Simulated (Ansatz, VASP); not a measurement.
## Ru: VASP beside Ansatz

Contents of INCAR:

```
SYSTEM = Ru
ALGO = Normal ; EDIFF = 1E-6
ENCUT = 520 ; ISIF = 2
ISMEAR = 0 ; LASPH = .TRUE.
LCHARG = .FALSE. ; LREAL = .FALSE.
LWAVE = .FALSE. ; NBANDS = 21
NELM = 100 ; PREC = Accurate
SIGMA = 0.1
```

Contents of KPOINTS:

```
k-points
0
G
  18 18 10
  0 0 0
```

Contents of POSCAR:

```
Ru
1.0
    2.7200250913      0.0000000000      0.0000000000
   -1.3600125457      2.3556108280      0.0000000000
    0.0000000000      0.0000000000      4.2967694969
Ru
2
Direct
    0.3333333333      0.6666666667      0.2500000000
    0.6666666667      0.3333333333      0.7500000000
```

Input for Ansatz:

```yaml
crystal:
  lattice:
    - [2.7200250912, 0.0, 0.0]
    - [-1.3600125456, 2.3556108279, 0.0]
    - [0.0, 0.0, 4.2967694967]
  atoms:
    - { symbol: Ru, position: [0.3333333333, 0.6666666667, 0.25] }
    - { symbol: Ru, position: [0.6666666667, 0.3333333333, 0.75] }
basis:
  ecutwfc: 420
kpoints:
  mp_grid: { grid: [18, 18, 10] }
  band_path:
    path:
      - [[0.0, 0.0, 0.0], [0.5, 0.0, 0.0], [0.33333333, 0.33333333, 0.0], [0.0, 0.0, 0.0], [0.0, 0.0, 0.5], [0.5, 0.0, 0.5], [0.33333333, 0.33333333, 0.5], [0.0, 0.0, 0.5]]
      - [[0.5, 0.0, 0.5], [0.5, 0.0, 0.0]]
      - [[0.33333333, 0.33333333, 0.5], [0.33333333, 0.33333333, 0.0]]
    npoints: 14
hamiltonian:
  xc: lda
scf:
  occupations: { method: gaussian, width: 0.1 }
  n_extra_bands: 6
output:
  forces: true
  stress: true
  eigenvalues: true
  populations: true
  dos: { projected: true, de: 0.02, nscf_kmesh: { grid: [27, 27, 15] } }
  bader: true
  write_density: true
  write_potential: true
  elf: true
  volumetric_format: npy
```

Alike in both runs: task single point; functional LDA; k mesh 18 × 18 × 10; occupations gaussian, width 0.1 eV; no spin polarisation.

|  | VASP | Ansatz |
| --- | --- | --- |
| version | VASP 6.6.1 | Ansatz 0.2.0 |
| potentials or method | VASP PAW LDA potentials, release 64 (Ru_pv) | scalar-relativistic, plane waves, PAW |
| plane-wave cutoff (eV) | 520 | 420 |
| valence electrons in the cell | 28 | 32 |

Ansatz gave:

* gap on the k mesh at the Fermi level (eV): none
* pressure (GPa): -16.5
* largest component of the traceless stress (GPa): 0.51

Task: Estimate VASP's values.

Result: gap on the k mesh at the Fermi level (eV): none; pressure (GPa): -15.7; largest component of the traceless stress (GPa): 0.47.

A gap of «none» marks a metal or a gap that the smearing closes. The two sets of potentials don't hold the same shells in valence.

Caveats: so large a pressure means that the cell lies far from this level's equilibrium, or that cutoff or potentials fall short (VASP).
